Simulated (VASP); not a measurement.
Input of a VASP 6.6.1 run:

File INCAR:

```
SYSTEM = MgO2
PREC = Accurate
ENCUT = 600
EDIFF = 1E-7
ISMEAR = -1
SIGMA = 0.05
LREAL = .False.
LASPH = .True.
NELM = 100
ALGO = Normal
ISIF = 3
LWAVE = .False.
LCHARG = .False.
GGA = BO
LUSE_VDW = .True.
AGGAC = 0.0
PARAM1 = 0.1833333333
PARAM2 = 0.22
IBRION = 2
NSW = 40
EDIFFG = -0.02
```

The input KPOINTS:

```
regular mesh
0
Gamma
  6 6 6
  0 0 0
```

File POSCAR:

```
MgO2
1.0
    4.8286124700      0.0000000000      0.0000000000
    0.0000000000      4.8286124700      0.0000000000
    0.0000000000      0.0000000000      4.8286124700
Mg O
4 8
Direct
    0.0000000000      0.0000000000      0.0000000000
    0.5000000000      0.0000000000      0.5000000000
    0.5000000000      0.5000000000      0.0000000000
    0.0000000000      0.5000000000      0.5000000000
    0.5894244400      0.9105755600      0.0894244400
    0.9105755600      0.0894244400      0.5894244400
    0.0894244400      0.5894244400      0.9105755600
    0.4105755600      0.4105755600      0.4105755600
    0.5894244400      0.5894244400      0.5894244400
    0.9105755600      0.4105755600      0.0894244400
    0.0894244400      0.9105755600      0.4105755600
    0.4105755600      0.0894244400      0.9105755600
```

Potentials or basis: VASP PAW PBE potentials, release 64 (Mg, O).

Launch:

```bash
$ cat potpaw_PBE.64/Mg/POTCAR potpaw_PBE.64/O/POTCAR > POTCAR
$ mpirun -np 1 vasp_std > vasp.out
```

Predict the band gap on the k mesh.

3.80 eV, indirect (least direct gap 3.91 eV).

Estimate the relaxed volume.

9.56 Å³/atom.

What does it give for the relaxed cell?

a = 4.858 Å, b = 4.858 Å, c = 4.858 Å, α = 90.00°, β = 90.00°, γ = 90.00°.

Estimate the space group after relaxing (to 0.05 Å).

Pa-3 (No. 205).

Step by step:
```
step  energy change (eV)  largest force (eV/Å)  pressure (GPa)  volume (Å³)
   1              0.0000                0.4236            3.22       112.58
   2              0.0090                0.5871           -2.11       115.69
   3             -0.0293                0.0813            0.65       113.99
   4             -0.0315                0.0022           -0.06       114.68
```

Caveat: the PAW data sets were made with another functional, which shifts forces and pressure a little. A k mesh can miss the band edges.
